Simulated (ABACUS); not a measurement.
Ni:

```xyz
1
Lattice="0.0000 1.7376 1.7376 1.7376 0.0000 1.7376 1.7376 1.7376 0.0000" Properties=species:S:1:pos:R:3 pbc="T T T"
Ni    0.0000    0.0000    0.0000
```

Base run:

```yaml
Program: ABACUS 3.10.1
Functional: PW91
Potentials_or_basis: SG15 ONCV 1.2 PBE
Cutoff: 1333 eV
Density_cutoff: 5333 eV
Basis: plane waves
k_mesh: 10 × 10 × 10
Occupations: fermi-dirac, width 0.05 eV
Spin: collinear spin, ferromagnetic start
Starting_moments: "[1.0] μB"
```

Its results: band gap on the k mesh none (metal or under the smearing width); pressure 8.8 GPa; net moment 0.69 μB per cell.

**Question.** The run is repeated on the same cell with these changes: functional from PW91 to PBE. What comes out?

**Answer.** Band gap on the k mesh none (metal or under the smearing width); pressure 9.8 GPa; net moment 0.69 μB per cell.

Caveats: the potentials were made for another functional, which shifts forces and pressure (some runs).

Not every run made on this cell is shown here.
